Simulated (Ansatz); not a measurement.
# What strain does to F (C2/c)

F (C2/c) from a database of computed structures, relaxed with r2SCAN+rVV10 in the PAW code Ansatz. Space group C2/c (No. 15), monoclinic; conventional cell a = 4.922 Å, b = 3.261 Å, c = 6.483 Å, β = 90.2°, 13.01 Å³ an atom. F has 1 F at 1.40 Å.

The axes x, y and z are those of this cell:
```
F
1.0
     2.45909   -1.63049    0.10274
     2.45909    1.63049    0.10274
    -0.29492    0.00000    6.47670
F
4
Cartesian
  3.5123 0.5010 4.0181
  0.9635 0.5010 5.9025
  1.1110 -0.5010 2.6641
  3.6597 -0.5010 0.7797
```

Unstrained: The PBE gap is direct at Γ: 2.987 eV. The r2SCAN gap is direct at Γ: 3.843 eV. With HSE06 the gap is 6.202 eV and direct, at Γ. Meshes: PBE 10×10×4, r2SCAN 10×10×4, HSE06 6×6×4. Strains are changes of length per length. After each strain the atoms were relaxed again with r2SCAN+rVV10 within the symmetry that the strain leaves, so tilts or polar shifts that break it weren't tested; points keep the names that they have in the unstrained zone. No spin polarisation and no zero-point or thermal motion.

Changes of the least gap in eV (an overlap counts as a negative gap):
```tsv
strain	volume change (%)	space group	PBE	r2SCAN	HSE06
isotropic -0.64 % on every length	-1.9	C2/c	-0.012	-0.014	-0.014
biaxial -1.87 % in x and y, z held	-3.7	C2/c	-0.076	-0.080	-0.084
isotropic +3.69 % on every length	+11.5	C2/c	+0.074	+0.088	+0.080
uniaxial +2.12 % along x	+2.1	C2/c	+0.015	+0.017	+0.017
```

Isotropic -0.64 % on every length. HSE06: the gap goes from 6.202 to 6.188 eV (-0.014 eV). Stress change with PBE, compression positive: xx +0.35, yy +0.40, zz +0.48 GPa. For HSE06, dE_g/d ln V = 0.7 eV over this step.

Biaxial -1.87 % in x and y, z held. HSE06: the gap goes from 6.202 to 6.118 eV (-0.084 eV). Stress change with PBE, compression positive: xx +0.93, yy +0.76, zz +0.71 GPa.

Isotropic +3.69 % on every length. HSE06: the gap goes from 6.202 to 6.282 eV (+0.080 eV). Stress change with PBE, compression positive: xx -1.48, yy -1.66, zz -1.86 GPa. For HSE06, dE_g/d ln V = 0.7 eV over this step.

Uniaxial +2.12 % along x, other directions held. PBE: the gap goes from 2.987 to 3.002 eV (+0.015 eV); least and direct gap lie within 0.04 eV, so its kind isn't settled. HSE06: the gap goes from 6.202 to 6.219 eV (+0.017 eV). Stress change with PBE, compression positive: xx -0.57, yy -0.30, zz -0.20 GPa.

The meshes of the hybrids are coarse, so their gaps aren't converged to the digits shown.
